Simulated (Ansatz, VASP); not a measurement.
# AlN: VASP beside Ansatz

Contents of INCAR:

```
SYSTEM = AlN
PREC = Accurate
ENCUT = 520
EDIFF = 1E-6
ISMEAR = 0
SIGMA = 0.05
LREAL = .FALSE.
LASPH = .TRUE.
NELM = 100
ALGO = Normal
ISIF = 2
LWAVE = .FALSE.
LCHARG = .FALSE.
GGA = PE
NBANDS = 11
```

The input KPOINTS:

```
Automatic mesh
0
G
  10 10 10
  0 0 0
```

The input POSCAR:

```
AlN
1.0
    0.0000000000      2.2346109109      2.1355394912
    2.2346109109      0.0000000000      2.1355394912
    2.2346109109      2.2346109109      0.0000000000
Al N
1 1
Direct
    0.0000000000      0.0000000000      0.0000000000
    0.7500000000      0.7500000000      0.7500000000
```

Input for Ansatz:

```yaml
crystal:
  lattice:
    - [0.0, 2.2346109109, 2.1355394912]
    - [2.2346109109, 0.0, 2.1355394912]
    - [2.2346109109, 2.2346109109, 0.0]
  atoms:
    - { symbol: Al, position: [0.0, 0.0, 0.0] }
    - { symbol: "N", position: [0.75, 0.75, 0.75] }
basis:
  ecutwfc: 420
kpoints:
  mp_grid: { grid: [10, 10, 10] }
hamiltonian:
  xc: pbe
scf:
  occupations: { method: gaussian, width: 0.05 }
output:
  forces: true
  stress: true
  eigenvalues: true
```

Change from the starting cell: strain +0.015 along x and y, -0.030 along z, atoms carried along.

Alike in both runs: task single point; functional PBE; k mesh 10 × 10 × 10; occupations gaussian, width 0.05 eV; no spin polarisation.

|  | VASP | Ansatz |
| --- | --- | --- |
| version | VASP 6.6.1 | Ansatz 0.2.0 |
| potentials or method | VASP PAW PBE potentials, release 64 (Al, N) | scalar-relativistic, plane waves, PAW |
| plane-wave cutoff (eV) | 520 | 420 |
| valence electrons in the cell | 8 | 8 |

|  | VASP | Ansatz | Ansatz less VASP |
| --- | --- | --- | --- |
| gap on the k mesh at the Fermi level (eV) | 3.07 | 3.08 | +0.009 |
| least direct gap on the mesh (eV) | 3.86 | 3.86 | -0.008 |
| pressure (GPa) | -0.3 | 0.0 | +0.29 |
| largest component of the traceless stress (GPa) | 3.49 | 3.47 | -0.025 |

The functional is the same, so the differences come from potentials, cutoffs and numerics.

A k mesh can miss the band edges.
